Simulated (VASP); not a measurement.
The system is Ru.

```
CELL_PARAMETERS angstrom
2.70580 0.00000 0.00000
-1.35290 2.34329 0.00000
0.00000 0.00000 4.28190
ATOMIC_POSITIONS crystal
Ru 0.66667 0.33333 0.75000
Ru 0.33333 0.66667 0.25000
```

| Item | Value |
| --- | --- |
| Program | VASP 6.6.1 |
| Task | single point |
| Functional | PBE |
| Potentials or basis | VASP PAW PBE potentials, release 64 (Ru_pv) |
| Cutoff | 520 eV |
| k mesh | 11 × 11 × 6 |
| Occupations | fermi-dirac, width 0.05 eV |
| Spin | no spin polarisation |

On this cell: pressure 4.5 GPa; largest force under 0.003 eV/Å; band gap on the k mesh none (metal or under the smearing width).

The same run follows on a disturbed copy (atoms moved at random, drawn with an rms of 0.05 Å):

```xyz
2
Lattice="2.7058 0.0000 0.0000 -1.3529 2.3433 0.0000 0.0000 0.0000 4.2819" Properties=species:S:1:pos:R:3 pbc="T T T"
Ru    1.3541    0.8057    3.1908
Ru   -0.0504    1.5944    1.0434
```

Question: What changes?

Answer: The energy (extrapolated to zero smearing) moves by +4.7 meV/atom; pressure 4.6 GPa; largest force 0.350 eV/Å; band gap on the k mesh none (metal or under the smearing width).

Forces in eV/Å, atoms in the order of the input:
```
Ru  -0.337  0.049 -0.084
Ru   0.337 -0.049  0.084
```

Stress tensor (GPa, compression positive):
```
 4.34  1.04  0.05
 1.04  4.73 -0.01
 0.05 -0.01  4.82
```
